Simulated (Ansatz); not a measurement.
# ZnS (Wurtzite-6H) (P6_3mc) in Ansatz: settings compared

Aim: see how the results for ZnS (Wurtzite-6H) move with the level of theory and the settings. Levels: BLYP+D3(BJ), BLYP. Tasks: relaxation of cell and atoms.

Program: Ansatz 0.2.0. These are calculated values, not measurements. Logs are shortened: lines on timing, memory, paths and dates and some standing lists are left out, and cuts for length are marked.

## Step 1: Starting point

The structure is hexagonal, space group P6_3mc (No. 186). The conventional cell has a = 3.812 Å, b = 3.812 Å, c = 18.690 Å, α = 90.00°, β = 90.00°, γ = 120.00°. Zn (site symmetry 3m) has 4 S at 2.33 to 2.34 Å as nearest neighbours. Zn (site symmetry 3m) has 4 S at 2.33 to 2.34 Å as nearest neighbours. Zn (site symmetry 3m) is surrounded by 4 S at 2.33 to 2.34 Å. S (site symmetry 3m) is surrounded by 4 Zn at 2.33 to 2.34 Å. S (site symmetry 3m) has 4 Zn at 2.33 to 2.34 Å as nearest neighbours. S (site symmetry 3m) has 4 Zn at 2.33 to 2.34 Å as nearest neighbours.

## Step 2: Relaxation of cell and atoms, BLYP+D3(BJ)

input.yaml

```yaml
crystal:
  lattice:
    - [3.812, 0.0, 0.0]
    - [-1.906, 3.3012888392, 0.0]
    - [0.0, 0.0, 18.68999]
  atoms:
    - { symbol: Zn, position: [0.3333333333, 0.6666666667, 0.83333] }
    - { symbol: Zn, position: [0.6666666667, 0.3333333333, 0.33333] }
    - { symbol: Zn, position: [0.6666666667, 0.3333333333, 0.66667] }
    - { symbol: Zn, position: [0.3333333333, 0.6666666667, 0.16667] }
    - { symbol: Zn, position: [0.0, 0.0, 0.5] }
    - { symbol: Zn, position: [0.0, 0.0, 0.0] }
    - { symbol: S, position: [0.3333333333, 0.6666666667, 0.95833] }
    - { symbol: S, position: [0.6666666667, 0.3333333333, 0.45833] }
    - { symbol: S, position: [0.6666666667, 0.3333333333, 0.79167] }
    - { symbol: S, position: [0.3333333333, 0.6666666667, 0.29167] }
    - { symbol: S, position: [0.0, 0.0, 0.625] }
    - { symbol: S, position: [0.0, 0.0, 0.125] }
hamiltonian:
  xc: blyp
  pseudopotentials: { kind: paw }
  dispersion: d3bj
kpoints:
  mp_grid: { grid: [8, 8, 2] }
scf:
  occupations: { method: fermi_dirac, width: 0.05 }
output:
  forces: true
  stress: true
relax:
  f_tol: 0.01
  max_steps: 40
  cell: { stress_tol: 0.05 }
```

Potentials or basis: Ansatz PAW.

Run with:

```console
$ ansatz run input.yaml --threads 4 --pin off --max-ram 11264MiB --backend cpu --events-out ev --progress --plain --runs-dir out
```

What it wrote:

```text
Warning: RAYON_NUM_THREADS=4 ignored (pool sized by the plan → 4); use --threads N
Engine: ansatz 0.2.0, x86_64-unknown-linux-gnu
Pseudopotentials: kind: paw
Pseudopotential: Zn, paw, valence charge 12, recommended cutoff 420 eV (normal), Zn.paw.azcp
Pseudopotential: S, paw, valence charge 6, recommended cutoff 420 eV (normal), S.paw.azcp
Functional definition: BLYP
  parameter beta = 0.0042
  parameter a = 0.04918
  parameter b = 0.132
  parameter c = 0.2533
  parameter d = 0.349
  exchange = b88_x(beta = beta)
  correlation = lyp_c(a = a, b = b, c = c, d = d)
Crystal: 12 atoms, lattice volume = 235.204 Å³
Basis set: ecut = 420 eV, 4611 PW (Γ), exchange–correlation on 54×54×250 points (8 copies of the dense FFT grid, shifted against one another)
Bands: 66, of which v1, the nominal top of the filled ones, is band 54 counted from 1 (53 counted from 0)
Symmetry: 12 space group operations
Space group: P63mc (ITA 186), of the structure as read, at distance tolerance 6.2e-5 Å
k-points: 20 of 128
Non-local potential: Zn, projectors of the file, l = 0: 2, l = 1: 2, l = 2: 3, l = 3: 1
Non-local potential: S, projectors of the file, l = 0: 2, l = 1: 2, l = 2: 2
PAW form: soft (Blöchl's): semilocal exchange-correlation on the pseudo side does not see the compensation charge
PAW frozen core: Zn, regenerated for the run's functional, and the local potential with it (the file was generated under x = pbe(κ = 0.804, μ = 0.2195149727645171), c = pbe(β = 0.06672455060314922))
PAW frozen core: S, regenerated for the run's functional, and the local potential with it (the file was generated under x = pbe(κ = 0.804, μ = 0.2195149727645171), c = pbe(β = 0.06672455060314922))
PAW one-centre angular grid: Zn, 590 points (default); XC on 64 Gauss nodes
PAW one-centre angular grid: S, 110 points (default); XC on 64 Gauss nodes
Initial density: superposition of atomic densities (neutral atoms: chi_scale 0, normalization atom), corrected by the library's trained network
Initial wavefunctions: pseudopotential atomic-orbital guess
Functional: x = b88, c = lyp
SCF iter   1: F=—  HF=-25428.840470 eV  |F-HF|=—  |Δ(HF+E_count)|=         —  Δρ=6.08e-3  dr2=1.03e-1  ethr=1.77e-3  ⟨swp⟩=10.3  Hψ=6307  notcnv=0  defer=2
preconditioner: auto → Resta (q_TF=auto, 2.396 Å⁻¹)  ε∞=6.5  [insulator: Δε(μ)=2.194 eV  Ē_g=10.774 eV  σ=0.050 eV  W_gap=1.00  n_scr=68 (ndim 8)  ℏωp=25.2 eV  f_vac=0.030  D(μ)=0.00/eV (n_scr^D=0)  ε∞_Penn≈6.5]
SCF iter   2: F=—  HF=-25428.811381 eV  |F-HF|=—  |Δ(HF+E_count)|=   2.91e-2  Δρ=2.63e-3  dr2=2.01e-2  ethr=9.54e-5  ⟨swp⟩=2.1  Hψ=2262  notcnv=0  defer=85
SCF iter   3: F=—  HF=-25428.804766 eV  |F-HF|=—  |Δ(HF+E_count)|=   6.61e-3  Δρ=9.32e-4  dr2=1.56e-3  ethr=1.86e-5  ⟨swp⟩=2.0  Hψ=2283  notcnv=0  defer=85
SCF iter   4: F=—  HF=-25428.804574 eV  |F-HF|=—  |Δ(HF+E_count)|=   1.92e-4  Δρ=5.36e-4  dr2=7.02e-4  ethr=1.45e-6  ⟨swp⟩=2.0  Hψ=2182  notcnv=0  defer=85
SCF iter   5: F=—  HF=-25428.804216 eV  |F-HF|=—  |Δ(HF+E_count)|=   3.59e-4  Δρ=1.66e-4  dr2=4.08e-5  ethr=6.50e-7  ⟨swp⟩=2.0  Hψ=2178  notcnv=0  defer=85
SCF iter   6: F=—  HF=-25428.804103 eV  |F-HF|=—  |Δ(HF+E_count)|=   1.12e-4  Δρ=3.19e-5  dr2=2.81e-6  ethr=3.78e-8  ⟨swp⟩=2.0  Hψ=2148  notcnv=0  defer=85
SCF iter   7: F=—  HF=-25428.804103 eV  |F-HF|=—  |Δ(HF+E_count)|=   1.04e-7  Δρ=1.36e-5  dr2=2.82e-7  ethr=2.60e-9  ⟨swp⟩=2.0  Hψ=2202  notcnv=0  defer=85
SCF iter   8: F=-25428.804104 eV  HF=-25428.804104 eV  |F-HF|=3.73e-9  |Δ(HF+E_count)|=   2.11e-7  Δρ=2.30e-6  dr2=1.35e-8  ethr=9.26e-11  ⟨swp⟩=4.0  Hψ=4677  notcnv=0
SCF 1 converged in 8 iterations: F = -25428.804104 eV  dr2 = 1.35e-8
[... 37 lines left out ...]
basis re-selected at this cell: Δ(F+E_penalty+E_count) = +2.505e-4 eV, ΔP = +0.000 GPa vs the last step (what re-selecting the basis moved, of the pressure what is left beyond the Pulay correction that the steps carried, after the strain that the cell walked since its last selection, with what the two solves' SCF thresholds leave and, on support functions, any second-order correction that the steps lacked; it is no measure of the basis error at this ecutwfc). This SCF's stress stands 7.19e-3 GPa from its target on what of the cell is left free (relax.cell.stress_tol is 5.00e-2 GPa) and its largest allowed force component is 2.94e-3 eV/Å (relax.f_tol is 1.00e-2 eV/Å): within both
SCF converged after 5 iterations
Free energy (F): -25428.805639 eV
Harris-Foulkes:  -25428.805639 eV  (|F-HF|=4.37e-11)
Internal energy: -25428.805639 eV  (E = F + TS)
E sigma→0 (E₀):  -25428.805639 eV
Fermi energy:    7.409817 eV
--- Per-component energies (eV) ---
  E_band       = 75.335083
  E_kinetic    = 1441.357158
  E_local      = -12215.701289  (includes V_loc(G=0)·N_el)
  E_nonlocal   = 3846.284736
  E_hartree    = 5118.544382
  E_xc         = -1396.927993
  E_vxc        = -821.758793  (∫ρ·V_xc dr)
  E_paw        = -14670.744709  (= ΣΔE_a)
  E_vpaw       = -2411.933641  (= ΣTr[D̂ρ^β])
  E_aug_tail   = -0.002267  (compensation charges beyond the density's cutoff)
  E_ewald      = -7543.233033
  E_disp       = -8.095565  (pairwise vdW)
  E_core_change = -0.287058  (= ΣΔE_core)
  E_smearing   = -0.000000  (= −TS)
  E_closure    = -0.000000  (closes the sum)
  Σ components = -25428.805639   (vs F -25428.805639, Δ=0.00e0)
--- Forces (eV/Å), atoms counted from 1 ---
  atom   1  Zn     0.00000000     0.00000000     0.00277534
  atom   2  Zn    -0.00000000    -0.00000000     0.00277534
  atom   3  Zn     0.00000000     0.00000000     0.00265929
  atom   4  Zn    -0.00000000    -0.00000000     0.00265929
  atom   5  Zn    -0.00000000    -0.00000000     0.00134696
  atom   6  Zn    -0.00000000     0.00000000     0.00134696
  atom   7  S     -0.00000000    -0.00000000    -0.00133353
  atom   8  S      0.00000000     0.00000000    -0.00133353
  atom   9  S     -0.00000000    -0.00000000    -0.00294237
  atom  10  S      0.00000000     0.00000000    -0.00294237
  atom  11  S     -0.00000000    -0.00000000    -0.00250289
  atom  12  S      0.00000000     0.00000000    -0.00250289
  max |Σ_I F_I| component: 5.59e-6 eV/Å
--- Stress (GPa, compression-positive) ---
        0.007185       0.000000      -0.000000
        0.000000       0.007185       0.000000
       -0.000000      -0.000000      -0.007131
  P = ⅓ Tr σ = 0.0024 GPa (0.024 kbar)
--- Relaxed structure (3 steps of the walk, 3 accepted, 1 SCFs on fresh bases) ---
  F+E_penalty+E_count = -25428.80563871 eV   max|allowed force component| = 2.943e-3 eV/Å   (the final SCF, on the basis selected at the relaxed cell)
  cell:  # Å, volume = 234.2922 Å³
    - [3.804207969311053, 0.0, 0.0]
    - [-1.9021039846555265, 3.294540742702584, 4.29171564550722e-36]
    - [0.0, 0.0, 18.693850641958836]
  atoms:
    - { symbol: Zn, position: [0.33333333333333337, 0.6666666666666667, 0.8332844808956544] }
    - { symbol: Zn, position: [0.6666666666666666, 0.33333333333333337, 0.3332844808956546] }
    - { symbol: Zn, position: [0.6666666666666666, 0.33333333333333337, 0.6669876723590936] }
    - { symbol: Zn, position: [0.33333333333333337, 0.6666666666666667, 0.16698767235909368] }
    - { symbol: Zn, position: [-5.0783701287622516e-33, -5.517061176720067e-33, 0.5000476909608209] }
    - { symbol: Zn, position: [4.8695287146209544e-33, 5.217264931252829e-33, 4.76909608210089e-5] }
    - { symbol: S, position: [0.33333333333333337, 0.6666666666666667, 0.9579730892195908] }
    - { symbol: S, position: [0.6666666666666666, 0.33333333333333337, 0.4579730892195909] }
    - { symbol: S, position: [0.6666666666666666, 0.33333333333333337, 0.7916333738871297] }
    - { symbol: S, position: [0.33333333333333337, 0.6666666666666667, 0.29163337388712984] }
    - { symbol: S, position: [-4.689445269777726e-33, -4.739211458751016e-33, 0.6250736926777098] }
    - { symbol: S, position: [4.4445037245920415e-33, 4.9061250440652096e-33, 0.1250736926777099] }
```

It took 33 s on 4 threads of Intel Xeon at 2.70GHz, shared host; peak memory 0.78 GiB.

Results:

- Free energy: -25428.8056 eV
- Relaxed volume: 19.52 Å³/atom
- Relaxed cell: a = 3.804 Å, b = 3.804 Å, c = 18.694 Å, α = 90.00°, β = 90.00°, γ = 120.00°
- Space group after relaxing (to 0.05 Å): P6_3mc (No. 186)
- Energy gained by relaxing: 0.1 meV/atom
- Ionic steps: 4
- Pressure after relaxing: 0.0 GPa
- Band gap on the k mesh: 2.16 eV

Forces in eV/Å, atoms in the order of the input:
```
Zn   0.000  0.000  0.003
Zn   0.000  0.000  0.003
Zn   0.000  0.000  0.003
Zn   0.000  0.000  0.003
Zn   0.000  0.000  0.001
Zn   0.000  0.000  0.001
S    0.000  0.000 -0.001
S    0.000  0.000 -0.001
S    0.000  0.000 -0.003
S    0.000  0.000 -0.003
S    0.000  0.000 -0.003
S    0.000  0.000 -0.003
```

The path:
```csv
step,energy change (eV),largest force (eV/Å),volume (Å³)
1,0.0000,0.0476,235.20
2,-0.0015,0.0151,234.67
3,-0.0018,0.0029,234.29
4,-0.0015,0.0029,234.29
```

Final structure:
```cif
data_structure
_symmetry_space_group_name_H-M 'P 1'
_symmetry_Int_Tables_number 1
_cell_length_a 3.8042
_cell_length_b 3.8042
_cell_length_c 18.6939
_cell_angle_alpha 90.000
_cell_angle_beta 90.000
_cell_angle_gamma 120.000
_cell_volume 234.29
loop_
_atom_site_label
_atom_site_type_symbol
_atom_site_fract_x
_atom_site_fract_y
_atom_site_fract_z
_atom_site_occupancy
Zn1 Zn 0.33333 0.66667 0.83328 1
Zn2 Zn 0.66667 0.33333 0.33328 1
Zn3 Zn 0.66667 0.33333 0.66699 1
Zn4 Zn 0.33333 0.66667 0.16699 1
Zn5 Zn 0.00000 0.00000 0.50005 1
Zn6 Zn 0.00000 0.00000 0.00005 1
S1 S 0.33333 0.66667 0.95797 1
S2 S 0.66667 0.33333 0.45797 1
S3 S 0.66667 0.33333 0.79163 1
S4 S 0.33333 0.66667 0.29163 1
S5 S 0.00000 0.00000 0.62507 1
S6 S 0.00000 0.00000 0.12507 1
```

Caveat: the plane-wave basis is chosen anew once the cell has moved, so the energies of steps on either side of that aren't comparable; the PAW data sets come from PBE, with cores solved anew for the run's functional, which leaves a small shift of forces and pressure. A k mesh can miss the band edges.

## Step 3: Relaxation of cell and atoms, BLYP

Changes to input.yaml since step 2:

```diff
@@ -21,3 +21,2 @@
   pseudopotentials: { kind: paw }
-  dispersion: d3bj
 kpoints:
```

Potentials or basis: Ansatz PAW.

Run with:

```console
$ ansatz run input.yaml --threads 4 --pin off --max-ram 11264MiB --backend cpu --events-out ev --progress --plain --runs-dir out
```

It took 56 s on 4 threads of Intel Xeon at 2.70GHz, shared host; peak memory 0.82 GiB.

The run converged. Its results:

| Quantity | Value |
| --- | --- |
| Free energy | -25421.0956 eV |
| Relaxed volume | 21.29 Å³/atom |
| Relaxed cell | a = 3.917 Å, b = 3.917 Å, c = 19.222 Å, α = 90.00°, β = 90.00°, γ = 120.00° |
| Space group after relaxing (to 0.05 Å) | P6_3mc (No. 186) |
| Energy gained by relaxing | 29.2 meV/atom |
| Ionic steps | 6 |
| Pressure after relaxing | 0.0 GPa |
| Band gap on the k mesh | 1.76 eV |

The path:
```
step  energy change (eV)  largest force (eV/Å)  volume (Å³)
   1              0.0000                0.0378       235.20
   2             -0.2878                0.0071       246.70
   3             -0.3447                0.0046       254.29
   4             -0.3453                0.0155       255.44
   5             -0.3454                0.0004       255.43
   6             -0.3508                0.0004       255.43
```

Final structure:
```
CELL_PARAMETERS angstrom
3.91717 0.00000 0.00000
-1.95858 3.39237 0.00000
0.00000 0.00000 19.22226
ATOMIC_POSITIONS crystal
Zn 0.33333 0.66667 0.83327
Zn 0.66667 0.33333 0.33327
Zn 0.66667 0.33333 0.66682
Zn 0.33333 0.66667 0.16682
Zn 0.00000 0.00000 0.50000
Zn 0.00000 0.00000 0.00000
S 0.33333 0.66667 0.95813
S 0.66667 0.33333 0.45813
S 0.66667 0.33333 0.79166
S 0.33333 0.66667 0.29166
S 0.00000 0.00000 0.62513
S 0.00000 0.00000 0.12513
```

Caveat: the plane-wave basis is chosen anew once the cell has moved, so the energies of steps on either side of that aren't comparable; the PAW data sets come from PBE, with cores solved anew for the run's functional, which leaves a small shift of forces and pressure. Zero-point motion and thermal expansion aren't in these numbers.
